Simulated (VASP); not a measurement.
A run of VASP 6.6.1:

The input INCAR:

```
PREC = Accurate
ENCUT = 600
EDIFF = 1E-7
ISMEAR = -1
SIGMA = 0.05
LREAL = F
LASPH = T
NELM = 80
ALGO = Normal
ISIF = 3
LWAVE = F
LCHARG = F
GGA = PS
IVDW = 12
IBRION = 2
NSW = 60
EDIFFG = -0.02
```

File KPOINTS:

```
regular mesh
0
Gamma
  3 3 3
```

The input POSCAR:

```
Cs2AgBiBr6
1.0
    0.0000000000      5.6161000000      5.6161000000
    5.6161000000      0.0000000000      5.6161000000
    5.6161000000      5.6161000000      0.0000000000
Bi Cs Ag Br
1 2 1 6
Direct
    0.0000000000      0.0000000000      0.0000000000
    0.7500000000      0.7500000000      0.7500000000
    0.2500000000      0.2500000000      0.2500000000
    0.5000000000      0.5000000000      0.5000000000
    0.7494500000      0.7494500000      0.2505500000
    0.2505500000      0.2505500000      0.7494500000
    0.7494500000      0.2505500000      0.2505500000
    0.7494500000      0.2505500000      0.7494500000
    0.2505500000      0.7494500000      0.7494500000
    0.2505500000      0.7494500000      0.2505500000
```

Potentials or basis: VASP PAW PBE potentials, release 64 (Bi_d, Cs_sv, Ag, Br).

The run is started by

```console
$ cat potpaw_PBE.64/Bi_d/POTCAR potpaw_PBE.64/Cs_sv/POTCAR potpaw_PBE.64/Ag/POTCAR potpaw_PBE.64/Br/POTCAR > POTCAR
$ mpirun -np 1 vasp_std > vasp.out
```

Hardware: 1 thread of AMD EPYC 7R43 64-Core Processor (Zen 3), on a shared host.

Problem. Estimate the wall time of this run.

Solution. It took 19 min on 1 thread of AMD EPYC 7R43 64-Core Processor (Zen 3), on a shared host, peak memory 0.66 GiB. Counts: scf iterations 56, k points 4, ion steps 5.
